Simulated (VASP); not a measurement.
The system is Cs2SnI6.

```xyz
9
Lattice="0.0000 5.8138 5.8138 5.8138 0.0000 5.8138 5.8138 5.8138 0.0000" Properties=species:S:1:pos:R:3 pbc="T T T"
Cs    2.9069    2.9069    2.9069
Cs    8.7207    8.7207    8.7207
Sn    0.0000    0.0000    0.0000
I     2.8529    5.8138    5.8138
I     5.8138    2.8529    5.8138
I     8.7747    5.8138    5.8138
I     5.8138    8.7747    5.8138
I     5.8138    5.8138    2.8529
I     5.8138    5.8138    8.7747
```

* Program: VASP 6.6.1
* Task: relaxation of cell and atoms
* Functional: PBE
* Potentials or basis: VASP PAW PBE potentials, release 64 (Cs_sv, Sn, I)
* Cutoff: 300 eV
* k mesh: 3 × 3 × 3
* Occupations: gaussian, width 0.03 eV
* Spin: no spin polarisation

At the start: pressure 1.5 GPa; volume 43.67 Å³/atom.

Question: Where does the relaxation end?

Answer: Over 12 steps the energy falls by 17.3 meV/atom and the volume is 48.48 Å³/atom (+11.0 %); space group Fm-3m (No. 225, to 0.05 Å).

The path:
```csv
step,energy change (eV),largest force (eV/Å),pressure (GPa),volume (Å³)
1,0.0000,0.2520,1.54,393.02
2,-0.1234,0.1238,0.13,417.45
3,-0.1237,0.1400,0.06,418.97
4,-0.1298,0.1365,0.05,420.74
5,-0.1448,0.0926,0.03,426.09
6,-0.1554,0.0224,0.05,436.92
7,-0.1555,0.0137,0.04,436.08
8,-0.1555,0.0100,0.03,435.73
9,-0.1528,0.0403,0.03,430.89
10,-0.1555,0.0066,0.04,435.39
11,-0.1554,0.0218,-0.05,437.67
12,-0.1556,0.0054,0.00,436.36
```

Final structure:
```
CELL_PARAMETERS angstrom
0.00000 6.02013 6.02013
6.02013 0.00000 6.02013
6.02013 6.02013 0.00000
ATOMIC_POSITIONS crystal
Cs 0.25000 0.25000 0.25000
Cs 0.75000 0.75000 0.75000
Sn 0.00000 0.00000 0.00000
I 0.75853 0.24147 0.24147
I 0.24147 0.75853 0.24147
I 0.24147 0.75853 0.75853
I 0.75853 0.24147 0.75853
I 0.24147 0.24147 0.75853
I 0.75853 0.75853 0.24147
```

Caveat: the volume moved by +11 % from the deposited cell, more than functionals usually miss.
